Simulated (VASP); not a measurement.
# TiCo (Pm-3m) in VASP: notebook

One crystal, TiCo, is run at these levels: PBEsol; tasks: relaxation of cell and atoms.

Program: VASP 6.6.1. These are calculated values, not measurements. Logs are shortened: lines on timing, memory, paths and dates and some standing lists are left out, and cuts for length are marked.

## (1) The crystal as given

Symmetry: Pm-3m, No. 221, cubic system. The conventional cell has a = 2.986 Å, b = 2.986 Å, c = 2.986 Å, α = 90.00°, β = 90.00°, γ = 90.00°. Ti (site symmetry m-3m) is surrounded by 8 Co at 2.59 Å. Around Co (site symmetry m-3m) lie 8 Ti at 2.59 Å.

The cell comes from a database or a generator and needn't be the stable form of this composition.

## (2) Relaxation of cell and atoms, PBEsol, collinear spin, ferromagnetic start

Contents of INCAR:

```
PREC = Accurate
ENCUT = 300
EDIFF = 1E-7
ISMEAR = 0
SIGMA = 0.1
LREAL = F
LASPH = T
NELM = 120
ALGO = Normal
ISIF = 3
LWAVE = F
LCHARG = F
ISPIN = 2
MAGMOM = 0 2
LORBIT = 11
LMAXMIX = 4
GGA = PS
IBRION = 2
NSW = 90
EDIFFG = -0.005
```

Contents of KPOINTS:

```
regular mesh
0
Gamma
  14 14 14
```

Contents of POSCAR:

```
TiCo
1.0
    2.9861109900      0.0000000000      0.0000000000
    0.0000000000      2.9861109900      0.0000000000
    0.0000000000      0.0000000000      2.9861109900
Ti Co
1 1
Direct
    0.0000000000      0.0000000000      0.0000000000
    0.5000000000      0.5000000000      0.5000000000
```

Potentials or basis: VASP PAW PBE potentials, release 64 (Ti_sv, Co).

Launch:

```bash
cat potpaw_PBE.64/Ti_sv/POTCAR potpaw_PBE.64/Co/POTCAR > POTCAR
mpirun -np 1 vasp_std > vasp.out
```

OUTCAR:

```text
PREC = Accurate
   ENCUT = 300
   EDIFF = 1E-7
   ISMEAR = 0
   LREAL = F
   LASPH = T
   NELM = 120
   ISIF = 3
   ISPIN = 2
   LORBIT = 11
   GGA = PS
   IBRION = 2
   NSW = 90
   EDIFFG = -0.005

 ion  position               nearest neighbor table
   1  0.000  0.000  0.000-   2 2.59   2 2.59   2 2.59   2 2.59   2 2.59   2 2.59   2 2.59   2 2.59

   2  0.500  0.500  0.500-   1 2.59   1 2.59   1 2.59   1 2.59   1 2.59   1 2.59   1 2.59   1 2.59

  LATTYP: Found a simple cubic cell.
 ALAT       =     2.9861109900

  Lattice vectors:

 A1 = (   2.9861109900,   0.0000000000,   0.0000000000)
 A2 = (   0.0000000000,   2.9861109900,   0.0000000000)
 A3 = (   0.0000000000,   0.0000000000,   2.9861109900)

Analysis of symmetry for initial positions (statically):
=====================================================================
 Subroutine PRICEL returns:
 Original cell was already a primitive cell.

 Routine SETGRP: Setting up the symmetry group for a
 simple cubic supercell.

 Subroutine GETGRP returns: Found 48 space group operations
 (whereof 48 operations were pure point group operations)
 out of a pool of 48 trial point group operations.

The static configuration has the point symmetry O_h .

Analysis of symmetry for dynamics (positions and initial velocities):
=====================================================================
 Subroutine PRICEL returns:
 Original cell was already a primitive cell.

 Routine SETGRP: Setting up the symmetry group for a
 simple cubic supercell.

 Subroutine GETGRP returns: Found 48 space group operations
 (whereof 48 operations were pure point group operations)
 out of a pool of 48 trial point group operations.

The dynamic configuration has the point symmetry O_h .

Analysis of structural, dynamic, and magnetic symmetry:
=====================================================================
 Subroutine PRICEL returns:
 Original cell was already a primitive cell.

 Routine SETGRP: Setting up the symmetry group for a
 simple cubic supercell.

 Subroutine GETGRP returns: Found 48 space group operations
 (whereof 48 operations were pure point group operations)
 out of a pool of 48 trial point group operations.

The overall configuration has the point symmetry O_h .

 Subroutine INISYM returns: Found 48 space group operations
 (whereof 48 operations are pure point group operations),
 and found     1 'primitive' translations

----------------------------------------------------------------------------------------

                                     Primitive cell

  volume of cell :      26.6267

  direct lattice vectors                    reciprocal lattice vectors
     2.986110990  0.000000000  0.000000000     0.334883735  0.000000000  0.000000000
     0.000000000  2.986110990  0.000000000     0.000000000  0.334883735  0.000000000
[... 102 lines left out ...]
   IALGO  =     38    algorithm
   IMIX   =      4    mixing-type and parameters
     AMIX     =   0.40;   BMIX     =  1.00
     AMIX_MAG =   1.60;   BMIX_MAG =  1.00
  volume/ion in A,a.u.               =      13.31        89.84
  Fermi-wavevector in a.u.,A,eV,Ry     =   1.512546  2.858298 31.127355  2.287796
  Thomas-Fermi vector in A             =   2.622456
   LORBIT       =     11    0 simple, 1 ext, 2 COOP (PROOUT), +10 PAW based schemes
   GGA     = PS    functional components
   LHFCALC =     F    Hartree Fock is set to
   AEXX    =    0.0000 exact exchange contribution
   IVDW    =     0    specifies the selected vdW correction
   LEPSILON=     F    determine dielectric tensor
   LRPA    =     F    only Hartree local field effects (RPA)
 conjugate gradient relaxation of ions
 spin polarized calculation
 Gauss-broadening in eV      SIGMA  =   0.10
  energy-cutoff  :      300.00
  volume of cell :       26.63
 maximum number of plane-waves:       324
 NGX is ok and might be reduce to    18
   NGX =  9   NGY =  9   NGZ =  9

--------------------------------------- Ionic step        1  -------------------------------------------

 number of electron      20.9999948 magnetization       0.7769191

 Free energy of the ion-electron system (eV)
  ---------------------------------------------------
  ext. energy  EPLUGINS =         0.00000000
  ---------------------------------------------------
  free energy    TOTEN  =       -16.86436995 eV

  energy without entropy =      -16.85212389  energy(sigma->0) =      -16.85824692

 E-fermi :   9.7894     XC(G=0): -12.7374

 val. band max:        9.7873271982   @ k =   0.2857   0.0714   0.0714
 cond. band min:       9.7917890083   @ k =   0.3571   0.1429   0.0714
 fundamental gap:      0.0044618101
 Fermi energy:         9.7894190842

 spin component 1

 k-point     1 :       0.0000    0.0000    0.0000
  band No.  band energies     occupation
      1     -47.0926      1.00000
      2     -23.3149      1.00000
      3     -23.3149      1.00000
      4     -23.3149      1.00000
      5       2.1224      1.00000
      6       5.6729      1.00000
      7       5.6729      1.00000
      8       7.9735      1.00000
      9       7.9735      1.00000
     10       7.9735      1.00000
     11      10.3039      0.00000
     12      10.3039      0.00000
[... 924 lines left out ...]
--------------------------------------- Ionic step        3  -------------------------------------------

 number of electron      20.9999967 magnetization       0.5686384

 Free energy of the ion-electron system (eV)
  ---------------------------------------------------
  ext. energy  EPLUGINS =         0.00000000
  ---------------------------------------------------
  free energy    TOTEN  =       -16.90141254 eV

  energy without entropy =      -16.88986330  energy(sigma->0) =      -16.89563792

 E-fermi :  10.4873     XC(G=0): -13.0195

 val. band max:       10.4870524457   @ k =   0.4286   0.3571   0.3571
 cond. band min:      10.4878469681   @ k =   0.3571   0.1429   0.0714
 fundamental gap:      0.0007945224
 Fermi energy:        10.4872761504

 spin component 1

 k-point     1 :       0.0000    0.0000    0.0000
  band No.  band energies     occupation
      1     -46.3479      1.00000
      2     -22.5540      1.00000
      3     -22.5540      1.00000
      4     -22.5540      1.00000
      5       2.6049      1.00000
      6       6.1903      1.00000
      7       6.1903      1.00000
      8       8.6804      1.00000
      9       8.6804      1.00000
     10       8.6804      1.00000
     11      11.0971      0.00000
     12      11.0971      0.00000
[... 882 lines left out ...]
  FREE ENERGIE OF THE ION-ELECTRON SYSTEM (eV)
  ---------------------------------------------------
  free  energy   TOTEN  =       -16.9014125436 eV

  energy  without entropy=      -16.8898632960  energy(sigma->0) =      -16.89563792

 reached required accuracy - stopping structural energy minimisation

 total charge

# of ion       s       p       d       tot
------------------------------------------
    1        2.252   6.199   1.903  10.353
    2        0.546   0.483   7.345   8.373
--------------------------------------------------
tot          2.797   6.682   9.248  18.727

 magnetization (x)

# of ion       s       p       d       tot
------------------------------------------
    1       -0.002  -0.007  -0.000  -0.009
    2        0.022  -0.002   0.580   0.599
--------------------------------------------------
tot          0.020  -0.009   0.579   0.590
```

OSZICAR:

```text
N       E                     dE             d eps       ncg     rms          rms(c)
DAV:   1     0.114498406231E+03    0.11450E+03   -0.74667E+03  7245   0.122E+03
DAV:   2    -0.135106600984E+02   -0.12801E+03   -0.12536E+03  7592   0.328E+02
[... 45 lines left out ...]
DAV:  12    -0.169014148187E+02   -0.10709E-04   -0.20295E-04  9236   0.149E-01    0.252E-02
DAV:  13    -0.169014116572E+02    0.31615E-05   -0.24684E-05 10023   0.567E-02    0.101E-02
DAV:  14    -0.169014122883E+02   -0.63108E-06   -0.73510E-06  9858   0.268E-02    0.491E-03
DAV:  15    -0.169014124063E+02   -0.11809E-06   -0.48437E-06  9965   0.227E-02    0.185E-03
DAV:  16    -0.169014125510E+02   -0.14464E-06   -0.73191E-07  6855   0.940E-03    0.113E-03
DAV:  17    -0.169014125436E+02    0.74033E-08   -0.31403E-08  3614   0.186E-03
   3 F= -.16901413E+02 E0= -.16895638E+02  d E =-.370426E-01  mag=     0.5687
```

It took 2.5 min on 1 thread of Intel Xeon Platinum 8259CL at 2.50GHz (Skylake/Cascade Lake), shared host; peak memory 0.16 GiB.

These settings aren't checked as converged: the numbers below hold their error.

What came out:

* Free energy: -16.9014 eV
* Relaxed volume: 12.64 Å³/atom
* Relaxed cell: a = 2.935 Å, b = 2.935 Å, c = 2.935 Å, α = 90.00°, β = 90.00°, γ = 90.00°
* Space group after relaxing (to 0.05 Å): Pm-3m (No. 221)
* Energy gained by relaxing: 18.5 meV/atom
* Ionic steps: 3
* Band gap on the k mesh: none (metal or under the smearing width)
* Net moment: 0.57 μB per cell
* Site moments: Ti -0.01; Co +0.60 μB
* Valence electrons inside the program's atomic spheres: Ti 10.35; Co 8.37

Caveat: the cutoff is under 1.25 times the usual one of these potentials, so pressure, stress and relaxed cells hold a basis-set (Pulay) error; the PAW data sets were made with another functional, which shifts forces and pressure a little.

## (3) Relaxation of cell and atoms, PBEsol, collinear spin, ferromagnetic start

INCAR, as its differences from that of step 2:

```diff
@@ -1,3 +1,3 @@
 PREC = Accurate
-ENCUT = 300
+ENCUT = 600
 EDIFF = 1E-7
```

Contents of KPOINTS:

```
regular mesh
0
Gamma
  6 6 6
```

POSCAR is that of step 2.

Potentials or basis: VASP PAW PBE potentials, release 64 (Ti_sv, Co).

Launch:

```bash
cat potpaw_PBE.64/Ti_sv/POTCAR potpaw_PBE.64/Co/POTCAR > POTCAR
mpirun -np 1 vasp_std > vasp.out
```

OUTCAR:

```text
PREC = Accurate
   ENCUT = 600
   EDIFF = 1E-7
   ISMEAR = 0
   LREAL = F
   LASPH = T
   NELM = 120
   ISIF = 3
   ISPIN = 2
   LORBIT = 11
   GGA = PS
   IBRION = 2
   NSW = 90
   EDIFFG = -0.005

 ion  position               nearest neighbor table
   1  0.000  0.000  0.000-   2 2.59   2 2.59   2 2.59   2 2.59   2 2.59   2 2.59   2 2.59   2 2.59

   2  0.500  0.500  0.500-   1 2.59   1 2.59   1 2.59   1 2.59   1 2.59   1 2.59   1 2.59   1 2.59

  LATTYP: Found a simple cubic cell.
 ALAT       =     2.9861109900

  Lattice vectors:

 A1 = (   2.9861109900,   0.0000000000,   0.0000000000)
 A2 = (   0.0000000000,   2.9861109900,   0.0000000000)
 A3 = (   0.0000000000,   0.0000000000,   2.9861109900)

Analysis of symmetry for initial positions (statically):
=====================================================================
 Subroutine PRICEL returns:
 Original cell was already a primitive cell.

 Routine SETGRP: Setting up the symmetry group for a
 simple cubic supercell.

 Subroutine GETGRP returns: Found 48 space group operations
 (whereof 48 operations were pure point group operations)
 out of a pool of 48 trial point group operations.

The static configuration has the point symmetry O_h .

Analysis of symmetry for dynamics (positions and initial velocities):
=====================================================================
 Subroutine PRICEL returns:
 Original cell was already a primitive cell.

[... 181 lines left out ...]
      2     -23.4133      1.00000
      3     -23.4133      1.00000
      4     -23.4133      1.00000
      5       2.0862      1.00000
      6       5.8947      1.00000
      7       5.8947      1.00000
      8       8.1947      1.00000
      9       8.1947      1.00000
     10       8.1947      1.00000
     11      10.4266      0.00000
[... 852 lines left out ...]
--------------------------------------- Ionic step        5  -------------------------------------------

 number of electron      21.0000009 magnetization       0.0014152

 Free energy of the ion-electron system (eV)
  ---------------------------------------------------
  ext. energy  EPLUGINS =         0.00000000
  ---------------------------------------------------
  free energy    TOTEN  =       -16.92026102 eV

  energy without entropy =      -16.90831631  energy(sigma->0) =      -16.91428867

 E-fermi :  10.3647     XC(G=0): -13.0303

 val. band max:       10.3400737963   @ k =   0.5000   0.1667   0.0000
 cond. band min:      10.4362020016   @ k =   0.5000   0.3333   0.3333
 fundamental gap:      0.0961282053
 Fermi energy:        10.3647309221

 spin component 1

 k-point     1 :       0.0000    0.0000    0.0000
  band No.  band energies     occupation
      1     -46.4628      1.00000
      2     -22.6328      1.00000
      3     -22.6328      1.00000
      4     -22.6328      1.00000
      5       2.5723      1.00000
      6       6.4097      1.00000
      7       6.4097      1.00000
      8       8.9145      1.00000
      9       8.9145      1.00000
     10       8.9145      1.00000
     11      11.2581      0.00000
[... 736 lines left out ...]
  FREE ENERGIE OF THE ION-ELECTRON SYSTEM (eV)
  ---------------------------------------------------
  free  energy   TOTEN  =       -16.9202610163 eV

  energy  without entropy=      -16.9083163139  energy(sigma->0) =      -16.91428867

 reached required accuracy - stopping structural energy minimisation

 total charge

# of ion       s       p       d       tot
------------------------------------------
    1        2.262   6.205   1.889  10.356
    2        0.546   0.482   7.371   8.399
--------------------------------------------------
tot          2.808   6.687   9.260  18.755

 magnetization (x)

# of ion       s       p       d       tot
------------------------------------------
    1       -0.000  -0.000  -0.000  -0.000
    2        0.000  -0.000   0.002   0.002
--------------------------------------------------
tot          0.000  -0.000   0.002   0.002
```

CONTCAR:

```text
TiCo
   1.00000000000000
     2.9325810242873551    0.0000000000000000   -0.0000000000000000
    -0.0000000000000000    2.9325810242873551    0.0000000000000000
    -0.0000000000000000   -0.0000000000000000    2.9325810242873551
  Ti              Co
     1     1
Direct
     0.0000000000000000    0.0000000000000000    0.0000000000000000
     0.5000000000000000    0.5000000000000000    0.5000000000000000

  0.00000000E+00  0.00000000E+00  0.00000000E+00
  0.00000000E+00  0.00000000E+00  0.00000000E+00
```

Run time: 81 s. Hardware: 1 thread of Intel Xeon Platinum 8259CL at 2.50GHz (Skylake/Cascade Lake), shared host; peak memory 0.16 GiB.

Results:

```yaml
Free_energy: -16.9203 eV
Relaxed_volume: 12.61 Å³/atom
Relaxed_cell: a = 2.933 Å, b = 2.933 Å, c = 2.933 Å, α = 90.00°, β = 90.00°, γ = 90.00°
Space_group_after_relaxing_to_0.05_Å: Pm-3m (No. 221)
Energy_gained_by_relaxing: 21.4 meV/atom
Ionic_steps: 5
Pressure_after_relaxing: 0.0 GPa
Band_gap_on_the_k_mesh: none (metal or under the smearing width)
Net_moment: 0.00 μB per cell
Valence_electrons_inside_the_program's_atomic_spheres: Ti 10.36; Co 8.40
```

The path:
```
step  energy change (eV)  largest force (eV/Å)  pressure (GPa)  volume (Å³)
   1              0.0000                0.0000           -9.45        26.63
   2              0.0168                0.0000           13.76        23.71
   3             -0.0428                0.0000           -0.09        25.23
   4             -0.0428                0.0000            0.08        25.20
   5             -0.0428                0.0000           -0.04        25.22
```

Final structure:
```
Ti Co
1.0
     2.93258    0.00000    0.00000
     0.00000    2.93258    0.00000
     0.00000    0.00000    2.93258
Ti Co
1 1
Direct
  0.00000 0.00000 0.00000
  0.50000 0.50000 0.50000
```

Levels at points of the mesh, in eV from the Fermi level:
Spin up:
| k point | band 7 | band 8 | band 9 | band 10 | band 11 | band 12 | band 13 | band 14 |
| --- | --- | --- | --- | --- | --- | --- | --- | --- |
| (0.00, 0.00, 0.00) | -3.96 | -1.45 | -1.45 | -1.45 | 0.89 | 0.89 | 2.98 | 2.98 |
| (0.50, 0.00, 0.00) | -2.44 | -1.52 | -1.52 | -0.99 | -0.82 | 0.25 | 0.74 | 0.74 |
| (0.50, 0.50, 0.00) | -2.47 | -2.47 | -0.54 | -0.06 | 0.83 | 0.83 | 1.37 | 2.84 |
| (0.50, 0.50, 0.50) | -2.45 | -2.17 | -2.17 | -2.17 | -0.51 | -0.51 | 3.41 | 3.41 |
Spin down:
```tsv
k point	band 8	band 9	band 10	band 11	band 12	band 13
(0.00, 0.00, 0.00)	-1.45	-1.45	-1.45	0.89	0.89	2.98
(0.50, 0.00, 0.00)	-1.52	-1.52	-0.99	-0.82	0.25	0.73
(0.50, 0.50, 0.00)	-2.47	-0.54	-0.06	0.83	0.83	1.37
(0.50, 0.50, 0.50)	-2.17	-2.17	-2.17	-0.50	-0.50	3.41
```

Caveat: the starting moments collapsed, and a magnetic state may lie lower; the PAW data sets were made with another functional, which shifts forces and pressure a little.
